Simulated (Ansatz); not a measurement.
## Calculated electric field gradients for SnO

The cell is an entry of the Crystallography Open Database (COD), ions relaxed with PBE at fixed cell.

```
CELL_PARAMETERS angstrom
2.50000 -2.86000 0.00000
2.50000 2.86000 0.00000
0.00000 0.00000 11.12000
ATOMIC_POSITIONS crystal
Sn 0.00006 0.99994 0.98582
Sn 0.99994 0.00006 0.48582
Sn 0.49968 0.50032 0.27117
Sn 0.50032 0.49968 0.77117
O 0.99981 0.50000 0.37851
O 0.00019 0.50000 0.87851
O 0.50000 0.00019 0.37851
O 0.50000 0.99981 0.87851
```

Sites (sets of like atoms) are named by element and the number of their first atom in this list.

Computed with Ansatz: DFT, PBE, plane waves and PAW, with spin–orbit coupling, 420 eV cutoff, Γ-centred 8×8×3 k-points, Fermi–Dirac smearing 0.02 eV.

Conventions: |V_zz| ≥ |V_yy| ≥ |V_xx|, η = (V_xx − V_yy)/V_zz, C_Q = eQV_zz/h.

O-17: I = 5/2, Q = -25.58 mb. Q values from Pyykkö, Mol. Phys. 116, 1328 (2018).

```json
{"site": "Sn", "atoms (order as listed)": "1, 2, 3, 4", "first shell": "4 O at 2.24 Å", "V_zz (10²¹ V/m²)": "-18.54", "η": "0.30", "C_Q (MHz)": "–"}
{"site": "O", "atoms (order as listed)": "5, 6, 7, 8", "first shell": "4 Sn at 2.24 Å", "V_zz (10²¹ V/m²)": "-5.04", "η": "0.42", "C_Q (MHz)": "3.12"}
```

At Sn V_zz points towards the open side of its shell (within 1°).

Sn has no stable isotope with a ground-state quadrupole moment in the table, so no C_Q is given.

At this cell the PBE pressure is 2.0 GPa (principal stresses up to 13 GPa in size), so it isn't the equilibrium cell of PBE. The entry's cell may itself be off. The database positions were far from equilibrium, so the relaxed structure may not be the compound's real one.

Hardware: 1 thread of Intel Xeon 6975P-C (Granite Rapids) (x86_64; 16 cores open to the job, memory cap 3.0 GiB, no GPU), a shared host with a load of 0.5 a core. Wall time 2.4 min, CPU time 2.3 min, peak memory 1.4 GiB.
